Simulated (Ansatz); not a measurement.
# PtS2 (P-3m1) in Ansatz: single point with PBEsol

Aim: the single point of PtS2 with PBEsol.

Program: Ansatz 0.2.0. These are calculated values, not measurements. Logs are shortened: lines on timing, memory, paths and dates and some standing lists are left out, and cuts for length are marked.

## Step 1: The crystal as given

It takes space group P-3m1 (No. 164, trigonal). The conventional cell has a = 3.543 Å, b = 3.543 Å, c = 5.039 Å, α = 90.00°, β = 90.00°, γ = 120.00°. Pt (site symmetry -3m) has 6 S at 2.34 Å as nearest neighbours. S (site symmetry 3m) has 3 Pt at 2.34 Å as nearest neighbours.

## Step 2: Single point, PBEsol

Input file input.yaml:

```yaml
crystal:
  lattice:
    - [3.5432, 0.0, 0.0]
    - [-1.7716, 3.0685012107, 0.0]
    - [0.0, 0.0, 5.0388]
  atoms:
    - { symbol: Pt, position: [0.0, 0.0, 0.0] }
    - { symbol: S, position: [0.6666666667, 0.3333333333, 0.773] }
    - { symbol: S, position: [0.3333333333, 0.6666666667, 0.227] }
kpoints:
  mp_grid: { grid: [5, 5, 3] }
scf:
  occupations: { method: fermi_dirac, width: 0.03 }
hamiltonian:
  xc: pbesol
  pseudopotentials: { kind: all_electron, lapw: { basis_error: 0.002 } }
output:
  forces: true
  stress: true
  eigenvalues: true
```

Potentials or basis: all-electron LAPW, scalar-relativistic.

Command:

```console
ansatz run input.yaml --threads 2 --pin off --max-ram 8192MiB --backend cpu --events-out ev --progress --plain --runs-dir out
```

Log:

```text
Warning: RAYON_NUM_THREADS=2 ignored (pool sized by the plan → 2); use --threads N
LAPW: plane waves up to 8.486 Å⁻¹, error target 2.0e-3 eV per atom; small_component_spin mean_spin; S in spheres of 1.009 Å, 14 of its electrons in bands, Dirac shells []; Pt in spheres of 1.335 Å, 42 of its electrons in bands, Dirac shells [] (how accurate: hamiltonian.pseudopotentials.lapw.basis_error, Limitations)
Engine: ansatz 0.2.0, x86_64-unknown-linux-gnu
Pseudopotentials: kind: all_electron
Pseudopotential: Pt, LAPW, valence charge 42, lapw/all_electron/scalar/gaussian/Pt, Koelling and Harmon's equation, gaussian nucleus
Pseudopotential: S, LAPW, valence charge 14, lapw/all_electron/scalar/gaussian/S, Koelling and Harmon's equation, gaussian nucleus
Functional definition: PBEsol
  exchange = pbesol_x
  correlation = pbesol_c
Crystal: 3 atoms, lattice volume = 54.783 Å³
Basis set: ecut = 274.3971446008866 eV, 565 PW (Γ), exchange–correlation at level 2
Bands: 42, of which v1, the nominal top of the filled ones, is band 35 counted from 1 (34 counted from 0)
Symmetry: 12 space group operations
Space group: P-3m1 (ITA 164), of the structure as read, at distance tolerance 3.8e-5 Å
k-points: 12 of 75
Non-local potential: Pt, projectors of the file, none
Non-local potential: S, projectors of the file, none
Initial density: superposition of atomic densities (chi_scale 0.1, normalization cell, long waves kept (reshape's long-wave potential 0.03 eV rms))
Initial wavefunctions: plane waves of lowest kinetic energy (no species holds an atomic orbital)
Functional: x = pbesol(κ = 0.804, μ = 0.12345679012345678), c = pbesol(β = 0.046)
iter 1 solved again at ethr=3.66e-3 eV; its pass at ethr=1.00e-1 eV (dr2=2.56e0 eV) is discarded
SCF iter   1: F=—  HF=-522511.770234 eV  |F-HF|=—  |Δ(HF+E_count)|=         —  Δρ=5.56e-2  dr2=2.56e0  ethr=3.66e-3  ⟨swp⟩=2.0  Hψ=3291  notcnv=0
preconditioner: auto → Resta (q_TF=auto, 2.842 Å⁻¹)  ε∞=5.0  [insulator: Δε(μ)=1.411 eV  Ē_g=11.801 eV  σ=0.030 eV  W_gap=1.00  n_scr=22 (ndim 8)  ℏωp=23.5 eV  f_vac=0.158  D(μ)=0.00/eV (n_scr^D=0)  ε∞_Penn≈5.0]
SCF iter   2: F=—  HF=-522511.080145 eV  |F-HF|=—  |Δ(HF+E_count)|=   6.90e-1  Δρ=3.24e-2  dr2=1.05e0  ethr=3.66e-3  ⟨swp⟩=3.0  Hψ=1499  notcnv=0
iter 3 solved again at ethr=9.20e-5 eV; its pass at ethr=1.49e-3 eV (dr2=6.44e-2 eV) is discarded
SCF iter   3: F=—  HF=-522510.408718 eV  |F-HF|=—  |Δ(HF+E_count)|=   6.71e-1  Δρ=1.33e-2  dr2=6.44e-2  ethr=9.20e-5  ⟨swp⟩=2.0  Hψ=2569  notcnv=0
SCF iter   4: F=—  HF=-522510.398609 eV  |F-HF|=—  |Δ(HF+E_count)|=         —  Δρ=3.87e-3  dr2=1.03e-2  ethr=9.20e-5  ⟨swp⟩=2.0  Hψ=1486  notcnv=0
the basis was enlarged: its passes take 2.1 MiB over the memory plan, 2 of 2 planned eigensolver slots
SCF iter   5: F=—  HF=-522510.393877 eV  |F-HF|=—  |Δ(HF+E_count)|=   4.73e-3  Δρ=1.31e-3  dr2=1.24e-3  ethr=1.47e-5  ⟨swp⟩=2.0  Hψ=1426  notcnv=0
SCF iter   6: F=—  HF=-522510.394141 eV  |F-HF|=—  |Δ(HF+E_count)|=   2.64e-4  Δρ=4.68e-4  dr2=1.70e-4  ethr=1.76e-6  ⟨swp⟩=2.2  Hψ=1437  notcnv=0
SCF iter   7: F=—  HF=-522510.394170 eV  |F-HF|=—  |Δ(HF+E_count)|=   2.90e-5  Δρ=1.57e-4  dr2=2.13e-5  ethr=2.43e-7  ⟨swp⟩=3.0  Hψ=1440  notcnv=0
SCF iter   8: F=—  HF=-522510.394177 eV  |F-HF|=—  |Δ(HF+E_count)|=   7.00e-6  Δρ=3.81e-5  dr2=1.15e-6  ethr=3.04e-8  ⟨swp⟩=3.0  Hψ=1444  notcnv=0
SCF iter   9: F=-522510.394179 eV  HF=-522510.394179 eV  |F-HF|=5.47e-9  |Δ(HF+E_count)|=   1.13e-6  Δρ=6.68e-6  dr2=4.91e-8  ethr=1.65e-9  ⟨swp⟩=3.0  Hψ=1493  notcnv=0
SCF 1 converged in 9 iterations: F = -522510.394179 eV  dr2 = 4.91e-8
SCF converged after 9 iterations
Free energy (F): -522510.394179 eV
Harris-Foulkes:  -522510.394179 eV  (|F-HF|=5.47e-9)
Internal energy: -522510.394179 eV  (E = F + TS)
E sigma→0 (E₀):  -522510.394179 eV
Fermi energy:    13.501266 eV
--- Per-component energies (eV) ---
  E_band       = -6365.535630
  E_kinetic    = 590468.412360
  E_xc         = -10914.640952
  E_electrostatic = -1102064.165587  (all electrons and nuclei)
  E_smearing   = -0.000000  (= −TS)
  E_closure    = 0.000000  (closes the sum)
  E_atoms      = -522493.508702  (free atoms, spherical and without spin; not in F)
  Σ components = -522510.394179   (vs F -522510.394179, Δ=0.00e0)
  Basis errors (estimates in eV, not in F): energy 9.6e-4 per atom: plane waves 8.9e-4 (5.2e-4 summed), levels above the bands 1.8e-139, relativity 5.5e-8, radial functions 7.7e-5, core shells 3.4e-7; eigenvalues (radial functions only) 2.1e-6; not estimated: angular momenta, meshes, grids; target (lapw.basis_error) 2.0e-3; muffin-tin radii S 1.009 Å, Pt 1.335 Å
--- Forces (eV/Å), atoms counted from 1 ---
  atom   1  Pt    -0.00000000     0.00000000     0.00000000
  atom   2  S      0.00000000    -0.00000000    -0.97522969
  atom   3  S     -0.00000000     0.00000000     0.97522969
  max |Σ_I F_I| component: 9.25e-18 eV/Å
--- Stress (GPa, compression-positive) ---
        6.807673       0.000000      -0.000000
        0.000000       6.807673       0.000000
       -0.000000       0.000000       5.531493
  P = ⅓ Tr σ = 6.3823 GPa (63.823 kbar)
--- Band table (eV; the first three rows and the last of 12) ---
  k-point 0: bands = ["-291.2013", "-291.2013", "-291.0770", "-291.0770", "-291.0574", "-192.6881", "-192.6881", "-137.7699", "-137.7699", "-137.7699", "-137.7699", "-137.7095", "-137.7095", "-86.5479", "-55.1439", "-55.1206", "-55.1206", "-55.0876", "-55.0386", "-55.0386", "-54.9615", "-40.7778", "-40.7778", "-40.6134", "-2.5866", "0.7119", "5.9248", "5.9248", "6.0436", "8.9975", "8.9975", "11.2015", "11.8660", "11.8660", "12.8790", "15.4600", "15.4600", "17.6373", "18.6080", "20.7592", "20.7592", "24.8449"]
  k-point 1: bands = ["-291.2013", "-291.2013", "-291.0770", "-291.0770", "-291.0574", "-192.6881", "-192.6881", "-137.7700", "-137.7700", "-137.7699", "-137.7699", "-137.7095", "-137.7095", "-86.5479", "-55.1439", "-55.1206", "-55.1206", "-55.0876", "-55.0386", "-55.0386", "-54.9615", "-40.7778", "-40.7778", "-40.6134", "-2.3861", "0.1824", "5.9397", "5.9397", "6.9676", "8.9799", "8.9799", "10.7549", "11.7236", "11.7236", "12.2327", "15.8152", "15.8152", "18.0504", "19.8681", "20.5433", "20.5433", "22.9381"]
  k-point 2: bands = ["-291.2013", "-291.2013", "-291.0770", "-291.0770", "-291.0574", "-192.6881", "-192.6881", "-137.7699", "-137.7699", "-137.7699", "-137.7699", "-137.7095", "-137.7095", "-86.5477", "-55.1438", "-55.1206", "-55.1206", "-55.0876", "-55.0387", "-55.0386", "-54.9615", "-40.7861", "-40.7799", "-40.6123", "-2.0612", "0.4000", "6.2618", "6.2840", "6.6010", "8.1745", "8.7045", "10.1541", "11.6858", "11.7159", "12.7146", "14.4550", "15.2749", "18.6260", "20.0804", "20.9930", "22.0814", "22.4915"]
  k-point 11: bands = ["-291.2013", "-291.2013", "-291.0770", "-291.0770", "-291.0574", "-192.6881", "-192.6881", "-137.7699", "-137.7699", "-137.7699", "-137.7699", "-137.7095", "-137.7095", "-86.5474", "-55.1438", "-55.1206", "-55.1205", "-55.0877", "-55.0387", "-55.0387", "-54.9615", "-40.7989", "-40.7889", "-40.6101", "-0.4171", "-0.1918", "5.6570", "6.5263", "7.3839", "8.2033", "8.6459", "9.5534", "9.7277", "10.9308", "11.4768", "14.6258", "15.2891", "19.0300", "20.1144", "21.3375", "22.0190", "22.8387"]
```

Wall time 2.4 s (2 threads of Intel Xeon 6975P-C (Granite Rapids), shared host); peak memory 0.34 GiB.

Results:

- Free energy: -522510.3942 eV
- Pressure: 6.4 GPa
- Largest force: 0.975 eV/Å
- Band gap on the k mesh: 1.27 eV, indirect (least direct gap 1.38 eV)

Forces in eV/Å, atoms in the order of the input:
```
Pt   0.000  0.000  0.000
S    0.000  0.000 -0.975
S    0.000  0.000  0.975
```

Stress tensor (GPa, compression positive):
```
6.81 0.00 0.00
0.00 6.81 0.00
0.00 0.00 5.53
```

Caveat: spin-orbit coupling is left out, which moves the levels of the heavy elements; an odd mesh through Γ misses points on the zone boundary, where band edges often lie.
